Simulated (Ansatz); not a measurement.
System: TlCl (CsCl type), 2 atoms in the cell.

```
CELL_PARAMETERS angstrom
3.90000 0.00000 0.00000
0.00000 3.90000 0.00000
0.00000 0.00000 3.90000
ATOMIC_POSITIONS crystal
Tl 0.00000 0.00000 0.00000
Cl 0.50000 0.50000 0.50000
```

Theory: r²SCAN, plane waves, all-electron PAW datasets generated for the crystal, point nucleus in Ansatz.

Cutoff 240 eV; k-mesh 6×6×6 Γ-centred; Fermi–Dirac smearing of 0.02 eV; no spin polarisation; no spin–orbit coupling.

**Question.** How large is the gap on this mesh, is it direct, and where do the band edges lie (fractions of the reciprocal vectors of this cell)?

**Answer.** 2.62 eV, direct at (0.000, 0.000, -0.500).

**Question.** List the levels near the gap at (0.000, 0.000, 0.000), (0.000, 0.000, 0.167), (0.000, 0.000, 0.333), (0.000, 0.000, -0.500), (0.000, 0.167, 0.167), (0.000, 0.333, -0.500), in eV from the top of the valence band (v1 is the highest filled band, c1 the lowest empty one).

**Answer.** 
```tsv
k	v4	v3	v2	v1	c1	c2
(0.000, 0.000, 0.000)	-4.38	-1.37	-1.37	-1.37	8.15	8.15
(0.000, 0.000, 0.167)	-4.60	-1.28	-1.28	-1.15	6.05	7.87
(0.000, 0.000, 0.333)	-5.00	-1.09	-1.09	-0.54	3.78	7.30
(0.000, 0.000, -0.500)	-5.19	-0.99	-0.99	0.00	2.62	7.02
(0.000, 0.167, 0.167)	-4.65	-1.72	-1.21	-0.66	5.67	6.56
(0.000, 0.333, -0.500)	-4.20	-2.37	-1.55	-0.95	4.55	5.52
```

A gap read on the mesh is an upper bound of this method's gap, since the mesh can miss a band edge. Spin–orbit coupling is left out; with heavy elements it can shift the gap and split levels by tenths of an eV. Semilocal functionals give gaps that mostly lie well below measured ones.
